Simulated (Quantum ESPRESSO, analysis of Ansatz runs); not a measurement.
# Migration in Al2O3 (R-3c): V_O hop (2.5 Å), charge 0 (Quantum ESPRESSO)

Wanted: path and barrier of a jump of O in Al2O3 (R-3c) at charge 0. The case: V_O hop (2.5 Å), in a cell of 80 host atoms with 1 O taken out.

Program: Quantum ESPRESSO 7.5. Level of theory: Quantum ESPRESSO plane-wave DFT, PBEsol, GBRV 1.5 PBEsol potentials; nudged elastic band between two relaxed defect structures. Results are calculated unless marked as measured.

**1. The starting structure**

The cell holds 79 atoms: 32 Al and 47 O. Cell: a = 10.279 Å, b = 10.279 Å, c = 10.279 Å, α = 55.4°, β = 55.4°, γ = 55.4°. It derives from Al2O3 (space group R-3c). Nearest the centre at fractional (0.701, 0.125, 0.548): O79 at 1.29 Å, Al52 at 1.54 Å, Al53 at 1.54 Å, O16 at 2.19 Å, Al41 at 2.28 Å, Al61 at 2.29 Å, O57 at 2.33 Å, O45 at 2.34 Å.

The cell's shortest repeat is 9.6 Å.

**2. Relaxation of the start point, charge 0**

A barrier is counted from a minimum, so both ends are relaxed first. Small random displacements break the symmetry of the ideal sites, so that the defect can distort if it gains by it.

The input, pw.in:

```
&CONTROL
  calculation = 'relax'
  prefix = 'pwscf'
  outdir = './tmp'
  pseudo_dir = './pseudo'
  tprnfor = .true.
  disk_io = 'low'
  nstep = 70
  forc_conv_thr = 0.0012
  etot_conv_thr = 0.0001
/
&SYSTEM
  ibrav = 0
  nat = 79
  ntyp = 2
  ecutwfc = 36
  ecutrho = 288
  nbnd = 193
  occupations = 'fixed'
  nosym = .true.
/
&ELECTRONS
  conv_thr = 8d-08
  electron_maxstep = 100
  mixing_beta = 0.5
/
&IONS
  ion_dynamics = 'bfgs'
/
ATOMIC_SPECIES
Al    26.9815 al_pbesol_v1.uspp.F.UPF
O     15.9990 o_pbesol_v1.2.uspp.F.UPF
CELL_PARAMETERS angstrom
   4.7750098375    2.7568532680    8.6755442391
  -4.7750098375    2.7568532680    8.6755442391
   0.0000000000   -5.5137065361    8.6755442391
ATOMIC_POSITIONS crystal
Al     0.3239534185    0.3239534185    0.3239534185
Al     0.4226627848    0.4266359609    0.4264060291
Al     0.0739534185    0.0739534185    0.0739534185
Al     0.1760465815    0.1760465815    0.1760465815
O      0.2220739660    0.0279260340    0.3750000000
O      0.4720739660    0.1250000000    0.2779260340
O      0.0279260340    0.3750000000    0.2220739660
O      0.3750000000    0.2220739660    0.0279260340
O      0.1250000000    0.2779260340    0.4720739660
O      0.2779260340    0.4720739660    0.1250000000
Al     0.3203320582    0.3254508838    0.8242755939
Al     0.4260465815    0.4260465815    0.9260465815
Al     0.0747355458    0.0749282882    0.5702927278
Al     0.1760465815    0.1760465815    0.6760465815
O      0.2220739660    0.0279260340    0.8750000000
O      0.4702902879    0.1286961653    0.7762462229
O      0.0279260340    0.3750000000    0.7220739659
O      0.3727735121    0.2255007293    0.5282219740
O      0.1250000000    0.2779260340    0.9720739660
O      0.2802038546    0.4719197149    0.6215209397
Al     0.3239534185    0.8239534185    0.3239534185
Al     0.4260465815    0.9260465815    0.4260465815
Al     0.0739534185    0.5739534185    0.0739534185
Al     0.1760465815    0.6760465815    0.1760465815
O      0.2220739660    0.5279260341    0.3750000000
O      0.4720739660    0.6250000000    0.2779260340
O      0.0279260340    0.8750000000    0.2220739660
O      0.3750000000    0.7220739659    0.0279260340
O      0.1226547436    0.7766762478    0.4756337964
O      0.2779260340    0.9720739660    0.1250000000
Al     0.3239534185    0.8239534185    0.8239534185
Al     0.4293446551    0.9238501257    0.9266218107
Al     0.0739534185    0.5739534185    0.5739534185
Al     0.1760465815    0.6760465815    0.6760465815
O      0.2220739660    0.5279260341    0.8750000000
O      0.4720739660    0.6250000000    0.7779260341
O      0.0277694069    0.8763152664    0.7241413229
O      0.3750000000    0.7220739659    0.5279260341
O      0.1250000000    0.7779260341    0.9720739660
O      0.2779260340    0.9720739660    0.6250000000
Al     0.8224304252    0.3215096930    0.3272470855
Al     0.9260465815    0.4260465815    0.4260465815
Al     0.5739534185    0.0739534185    0.0739534185
Al     0.6773119948    0.1738576696    0.1789272451
O      0.7216023365    0.0270398875    0.3785341052
O      0.9748608338    0.1216207702    0.2778735905
O      0.5272462314    0.3749999358    0.2253247908
O      0.8750000000    0.2220739660    0.0279260340
O      0.7764327951    0.4726524568    0.1282042701
Al     0.8239534185    0.3239534185    0.8239534185
Al     0.9260465815    0.4260465815    0.9260465815
Al     0.5718693434    0.0717652666    0.5760670294
Al     0.6743560042    0.1781226712    0.6781485233
O      0.7192683858    0.0283784744    0.8782543127
O      0.9720739660    0.1250000000    0.7779260341
O      0.5257708614    0.3748202801    0.7256731145
O      0.8739270188    0.2211957992    0.5264363285
O      0.6250000000    0.2779260340    0.9720739660
O      0.7779260341    0.4720739660    0.6250000000
Al     0.8239534185    0.8239534185    0.3239534185
Al     0.9243316097    0.9273384593    0.4288334452
Al     0.5739534185    0.5739534185    0.0739534185
Al     0.6760465815    0.6760465815    0.1760465815
O      0.7202749462    0.5281286690    0.3784525918
O      0.9720739660    0.6250000000    0.2779260340
O      0.5279260341    0.8750000000    0.2220739660
O      0.8750000000    0.7220739659    0.0279260340
O      0.6250000000    0.7779260341    0.4720739660
O      0.7779260341    0.9720739660    0.1250000000
Al     0.8216123915    0.8265866243    0.8220156187
Al     0.9260465815    0.9260465815    0.9260465815
Al     0.5739534185    0.5739534185    0.5739534185
Al     0.6760465815    0.6760465815    0.6760465815
O      0.7220739659    0.5279260341    0.8750000000
O      0.9720739660    0.6250000000    0.7779260341
O      0.5269101661    0.8719502741    0.7243275029
O      0.8716508925    0.7233743849    0.5304752688
O      0.6234621727    0.7817073774    0.9711008509
O      0.7797854049    0.9690646504    0.6273248287
K_POINTS gamma
```

Command:

```sh
$ OMP_NUM_THREADS=1 mpirun -n 4 pw.x -in pw.in > pw.out
```

What it wrote:

```text
[shortened: banners, details of potentials and solvers, and blank lines are left out]
     gamma-point specific algorithms are used
     one sub-group per band group will be used
     scalapack distributed-memory algorithm (size of sub-group:  2*  2 procs)
     bravais-lattice index     =            0
     lattice parameter (alat)  =      19.4252  a.u.
     unit-cell volume          =    4624.1563 (a.u.)^3
     number of atoms/cell      =           79
     number of atomic types    =            2
     number of electrons       =       378.00
     number of Kohn-Sham states=          193
     kinetic-energy cutoff     =      36.0000  Ry
     charge density cutoff     =     288.0000  Ry
     scf convergence threshold =      8.0E-08
     mixing beta               =       0.5000
     number of iterations used =            8  plain     mixing
     energy convergence thresh.=      1.0E-04
     force convergence thresh. =      1.2E-03
     Exchange-correlation= SLA  PW   PSX  PSC
                           (   1   4  10   8   0   0   0)
     nstep                     =           70
     crystal axes: (cart. coord. in units of alat)
               a(1) = (   0.464522   0.268192   0.843974 )
               a(2) = (  -0.464522   0.268192   0.843974 )
               a(3) = (   0.000000  -0.536384   0.843974 )
     PseudoPot. # 1 for Al read from file:
     al_pbesol_v1.uspp.F.UPF
     Pseudo is Ultrasoft + core correction, Zval =  3.0
[...]
PseudoPot. # 2 for O  read from file:
     o_pbesol_v1.2.uspp.F.UPF
     Pseudo is Ultrasoft + core correction, Zval =  6.0
[...]
atomic species   valence    mass     pseudopotential
     Al                3.00    26.98150     Al( 1.00)
     O                 6.00    15.99900     O ( 1.00)
     No symmetry found
     site n.     atom                  positions (alat units)
         1        Al     tau(   1) = (   0.0000000  -0.0000000   0.8202247  )
         2        Al     tau(   2) = (  -0.0018456  -0.0009422   1.0766616  )
         3        Al     tau(   3) = (  -0.0000000  -0.0000000   0.1872443  )
         4        Al     tau(   4) = (  -0.0000000  -0.0000000   0.4457362  )
         5        O      tau(   5) = (   0.0901860  -0.1340960   0.5274837  )
         6        O      tau(   6) = (   0.1612236   0.0110554   0.7384772  )
         7        O      tau(   7) = (  -0.1612236  -0.0110554   0.5274837  )
         8        O      tau(   8) = (   0.0710376   0.1451514   0.5274837  )
[...]
number of k points=     1
                       cart. coord. in units 2pi/alat
        k(    1) = (   0.0000000   0.0000000   0.0000000), wk =   2.0000000
     Dense  grid:   190929 G-vectors     FFT dimensions: ( 108, 108, 108)
     Smooth grid:    67502 G-vectors     FFT dimensions: (  75,  75,  75)
     starting charge     377.9246, renormalised to     378.0000
     Self-consistent Calculation
     iteration #  1     ecut=    36.00 Ry     beta= 0.50
     total energy              =   -1734.10482425 Ry
     estimated scf accuracy    <      15.03252918 Ry
     iteration #  2     ecut=    36.00 Ry     beta= 0.50
     total energy              =   -1738.51628211 Ry
     estimated scf accuracy    <       1.45541917 Ry
     iteration #  3     ecut=    36.00 Ry     beta= 0.50
     total energy              =   -1738.58371065 Ry
     estimated scf accuracy    <       0.15052511 Ry
[...]
estimated scf accuracy    <       0.00007072 Ry
     iteration #  8     ecut=    36.00 Ry     beta= 0.50
     total energy              =   -1738.62395743 Ry
     estimated scf accuracy    <       0.00000406 Ry
     iteration #  9     ecut=    36.00 Ry     beta= 0.50
     total energy              =   -1738.62395890 Ry
     estimated scf accuracy    <       0.00000023 Ry
     iteration # 10     ecut=    36.00 Ry     beta= 0.50
     End of self-consistent calculation
          k = 0.0000 0.0000 0.0000 (  8449 PWs)   bands (ev):
   -11.7439 -10.7794 -10.7476 -10.6779 -10.6417 -10.6209 -10.6078 -10.5904
   -10.5803 -10.5671 -10.5629 -10.3878  -9.9259  -9.9071  -9.8602  -9.7012
    -9.6898  -9.6403  -9.5190  -9.5010  -9.4650  -9.3970  -9.2434  -9.2197
    -9.2072  -9.1592  -9.1529  -9.1408  -9.1361  -9.1010  -9.0952  -9.0749
    -9.0484  -9.0260  -9.0015  -8.9934  -8.9781  -8.9620  -8.9433  -8.9300
    -8.9244  -8.9072  -8.7746  -8.7567  -8.7150  -8.6900  -8.6761   0.4710
     0.8598   0.8851   0.8971   0.9353   0.9800   1.0142   1.1450   1.2445
     1.2562   1.4623   1.5502   1.6517   1.7083   1.7454   1.7788   1.8290
[...]
15.1320
     highest occupied, lowest unoccupied level (ev):    10.1260   13.6940
!    total energy              =   -1738.62395889 Ry
     estimated scf accuracy    <       0.00000005 Ry
     The total energy is the sum of the following terms:
     one-electron contribution =    -325.26750138 Ry
     hartree contribution      =     436.05420606 Ry
     xc contribution           =    -486.03708602 Ry
     ewald contribution        =   -1363.37357755 Ry
     convergence has been achieved in  10 iterations
     Forces acting on atoms (cartesian axes, Ry/au):
     atom    1 type  1   force =    -0.00056668    0.00397471   -0.00444710
     atom    2 type  1   force =     0.03600170    0.01440485    0.02271420
     atom    3 type  1   force =     0.00832432   -0.00010901   -0.00353926
     atom    4 type  1   force =     0.00215360    0.00432613    0.00203628
     atom    5 type  2   force =     0.00085862    0.00335276   -0.00357934
     atom    6 type  2   force =    -0.00019318   -0.00359967    0.00547128
     atom    7 type  2   force =     0.00047391   -0.00437972   -0.00163825
     atom    8 type  2   force =    -0.00254057   -0.00690333   -0.00245520
[...]
Total force =     0.132259     Total SCF correction =     0.000119
     BFGS Geometry Optimization
     Energy error            =      1.7E-02 Ry
     Gradient error          =      3.6E-02 Ry/Bohr
     number of scf cycles    =   1
     number of bfgs steps    =   0
     energy             new  =   -1738.6239588910 Ry
     new trust radius        =       0.0449394783 bohr
     new conv_thr            =       0.0000000800 Ry
ATOMIC_POSITIONS (crystal)
Al               0.3239587565        0.3240215571        0.3236086847
Al               0.4255803416        0.4255637295        0.4259461888
Al               0.0743392300        0.0734167107        0.0738884324
Al               0.1763457168        0.1761070501        0.1758111836
O                0.2221560276        0.0279129416        0.3747127040
O                0.4720593452        0.1250067881        0.2782675954
O                0.0277788704        0.3748003164        0.2223208855
O                0.3745884558        0.2219439739        0.0283178120
[...]
Self-consistent Calculation
[...]
iteration #  3     ecut=    36.00 Ry     beta= 0.50
     total energy              =   -1738.64536742 Ry
     estimated scf accuracy    <       0.00000035 Ry
     iteration #  4     ecut=    36.00 Ry     beta= 0.50
     total energy              =   -1738.64536747 Ry
     estimated scf accuracy    <       0.00000005 Ry
     iteration #  5     ecut=    36.00 Ry     beta= 0.50
     total energy              =   -1738.64536748 Ry
     estimated scf accuracy    <          4.6E-09 Ry
     iteration #  6     ecut=    36.00 Ry     beta= 0.50
[...]
k = 0.0000 0.0000 0.0000 (  8449 PWs)   bands (ev):
   -11.7247 -10.7481 -10.7226 -10.6096 -10.6075 -10.5950 -10.5937 -10.5853
   -10.5764 -10.5658 -10.5379 -10.3754  -9.9148  -9.8935  -9.8405  -9.6704
    -9.6622  -9.6361  -9.5055  -9.4931  -9.4381  -9.3619  -9.2313  -9.2116
    -9.1768  -9.1280  -9.1165  -9.1133  -9.1042  -9.1011  -9.0946  -9.0562
    -9.0311  -8.9835  -8.9819  -8.9683  -8.9606  -8.9579  -8.9529  -8.9441
    -8.9377  -8.9274  -8.7716  -8.7378  -8.7042  -8.7002  -8.6836   0.4862
     0.9004   0.9118   0.9155   0.9414   0.9623   1.0239   1.1470   1.2678
     1.2708   1.4764   1.5617   1.6733   1.7178   1.7741   1.7787   1.8495
[...]
highest occupied, lowest unoccupied level (ev):     9.6803   13.6874
!    total energy              =   -1738.64536748 Ry
     estimated scf accuracy    <          2.9E-10 Ry
[...]
convergence has been achieved in   6 iterations
     Forces acting on atoms (cartesian axes, Ry/au):
     atom    1 type  1   force =    -0.00014222   -0.00025963   -0.00038932
     atom    2 type  1   force =     0.00054948    0.00046348    0.00036411
     atom    3 type  1   force =    -0.00029917   -0.00003918   -0.00025373
     atom    4 type  1   force =    -0.00026295   -0.00000484   -0.00023848
     atom    5 type  2   force =    -0.00008941   -0.00032164   -0.00015957
     atom    6 type  2   force =     0.00001735   -0.00023555    0.00015796
     atom    7 type  2   force =    -0.00019123   -0.00003960    0.00012351
     atom    8 type  2   force =    -0.00042595   -0.00037088   -0.00036191
[...]
Total force =     0.005544     Total SCF correction =     0.000042
[...]
number of scf cycles    =   9
     number of bfgs steps    =   8
     energy             old  =   -1738.6452914623 Ry
     energy             new  =   -1738.6453674784 Ry
     CASE: energy            _new < energy            _old
     new trust radius        =       0.0046998558 bohr
[...]
ATOMIC_POSITIONS (crystal)
Al               0.3237383219        0.3250170369        0.3248170548
Al               0.4362479927        0.4198522592        0.4280506386
Al               0.0734960353        0.0742277134        0.0742558204
Al               0.1732849609        0.1780637035        0.1772891442
O                0.2213389273        0.0284778261        0.3752256433
O                0.4714748787        0.1255725832        0.2783387591
O                0.0260700774        0.3757169250        0.2231673113
O                0.3743793292        0.2222174094        0.0281409671
[...]
Self-consistent Calculation
     iteration #  1     ecut=    36.00 Ry     beta= 0.50
     total energy              =   -1738.64540872 Ry
     estimated scf accuracy    <       0.00001930 Ry
     iteration #  2     ecut=    36.00 Ry     beta= 0.50
     total energy              =   -1738.64540999 Ry
     estimated scf accuracy    <       0.00000203 Ry
     iteration #  3     ecut=    36.00 Ry     beta= 0.50
     total energy              =   -1738.64541028 Ry
     estimated scf accuracy    <       0.00000021 Ry
     iteration #  4     ecut=    36.00 Ry     beta= 0.50
     total energy              =   -1738.64541032 Ry
     estimated scf accuracy    <       0.00000003 Ry
     iteration #  5     ecut=    36.00 Ry     beta= 0.50
     total energy              =   -1738.64541032 Ry
     estimated scf accuracy    <          2.6E-09 Ry
     iteration #  6     ecut=    36.00 Ry     beta= 0.50
     End of self-consistent calculation
          k = 0.0000 0.0000 0.0000 (  8449 PWs)   bands (ev):
   -11.7246 -10.7479 -10.7226 -10.6098 -10.6074 -10.5949 -10.5931 -10.5856
   -10.5762 -10.5657 -10.5366 -10.3743  -9.9142  -9.8937  -9.8403  -9.6699
    -9.6614  -9.6372  -9.5053  -9.4924  -9.4374  -9.3619  -9.2309  -9.2117
    -9.1764  -9.1280  -9.1156  -9.1132  -9.1045  -9.1009  -9.0945  -9.0561
    -9.0312  -8.9830  -8.9819  -8.9677  -8.9607  -8.9576  -8.9520  -8.9448
    -8.9382  -8.9270  -8.7712  -8.7375  -8.7045  -8.6998  -8.6835   0.4864
     0.9008   0.9118   0.9155   0.9416   0.9625   1.0239   1.1474   1.2674
     1.2704   1.4772   1.5618   1.6735   1.7179   1.7748   1.7787   1.8500
[...]
14.9934
     highest occupied, lowest unoccupied level (ev):     9.6768   13.6873
!    total energy              =   -1738.64541032 Ry
     estimated scf accuracy    <          2.0E-10 Ry
     The total energy is the sum of the following terms:
     one-electron contribution =    -322.31163615 Ry
     hartree contribution      =     434.67635485 Ry
     xc contribution           =    -485.95870078 Ry
     ewald contribution        =   -1365.05142823 Ry
     convergence has been achieved in   6 iterations
     Forces acting on atoms (cartesian axes, Ry/au):
     atom    1 type  1   force =    -0.00020403   -0.00017843   -0.00010293
     atom    2 type  1   force =     0.00025932    0.00007889    0.00018834
     atom    3 type  1   force =    -0.00028403   -0.00001709   -0.00010525
     atom    4 type  1   force =    -0.00032494   -0.00016292   -0.00033289
     atom    5 type  2   force =    -0.00008953   -0.00033954    0.00002320
     atom    6 type  2   force =     0.00023059   -0.00029846   -0.00006138
     atom    7 type  2   force =     0.00006585   -0.00001957    0.00000852
     atom    8 type  2   force =    -0.00029406   -0.00012027   -0.00016069
[...]
Total force =     0.003879     Total SCF correction =     0.000033
     Energy error            =      4.3E-05 Ry
     Gradient error          =      6.4E-04 Ry/Bohr
     bfgs converged in  10 scf cycles and   9 bfgs steps
     (criteria: energy <  1.0E-04 Ry, force <  1.2E-03 Ry/Bohr)
     End of BFGS Geometry Optimization
     Final energy             =   -1738.6454103193 Ry
Begin final coordinates
ATOMIC_POSITIONS (crystal)
Al               0.3237383219        0.3250170369        0.3248170548
Al               0.4362479927        0.4198522592        0.4280506386
Al               0.0734960353        0.0742277134        0.0742558204
Al               0.1732849609        0.1780637035        0.1772891442
O                0.2213389273        0.0284778261        0.3752256433
O                0.4714748787        0.1255725832        0.2783387591
O                0.0260700774        0.3757169250        0.2231673113
O                0.3743793292        0.2222174094        0.0281409671
[...]
End final coordinates
   JOB DONE.
```

It took 2.4 min on 4 MPI ranks of Arm Neoverse V2, shared host; peak memory 0.98 GiB.

Relaxation path:

| step | energy less that of the first step (eV) |
| --- | --- |
| 0 | 0.0000 |
| 1 | -0.1724 |
| 2 | -0.2507 |
| 3 | -0.2671 |
| 4 | -0.2795 |
| 5 | -0.2854 |
| 6 | -0.2882 |
| 7 | -0.2902 |
| 8 | -0.2913 |
| 9 | -0.2919 |

The atoms that moved most (Å):

| atom | dx | dy | dz | length |
| --- | --- | --- | --- | --- |
| Al2 | 0.097 | 0.010 | 0.073 | 0.122 |
| Al41 | -0.051 | -0.043 | -0.045 | 0.081 |
| O79 | -0.040 | 0.023 | -0.009 | 0.047 |
| O46 | -0.040 | -0.009 | 0.003 | 0.041 |
| O56 | 0.011 | 0.033 | -0.021 | 0.040 |
| O18 | 0.035 | -0.003 | -0.011 | 0.037 |
| Al70 | 0.025 | -0.016 | 0.017 | 0.034 |
| O57 | -0.008 | -0.014 | 0.030 | 0.034 |

Neighbours of O79 at the end:

| atom | distance (Å) |
| --- | --- |
| Al61 | 1.866 |
| Al70 | 1.880 |
| Al53 | 1.966 |
| Al52 | 1.966 |
| O16 | 2.512 |
| O45 | 2.611 |
| O54 | 2.631 |
| O57 | 2.719 |
| O76 | 2.735 |
| O37 | 2.737 |
| O77 | 2.738 |

This step gave:

```
highest filled level                                                                              : 9.677 eV
lowest empty level                                                                                : 13.69 eV
r.m.s. move of the farther half of the atoms                                                      : 0.005948 Å
largest move from the ideal geometry of this structure, a common shift of the far atoms taken out : 0.09779 Å
```

The relaxation gained 0.292 eV and ended with a largest force component of 0.017 eV/Å.

(Continued in part 2 of 3.)

[Logs are printed without paths, hosts, clocks, repeated set-up lines and the standing remarks that a program may print on its own settings, such as how far it seeks lower states.]

[Hosts, paths, dates, database ids (printed as entryN), source tags and the programs' standing remarks are cut or masked in the printed files.]
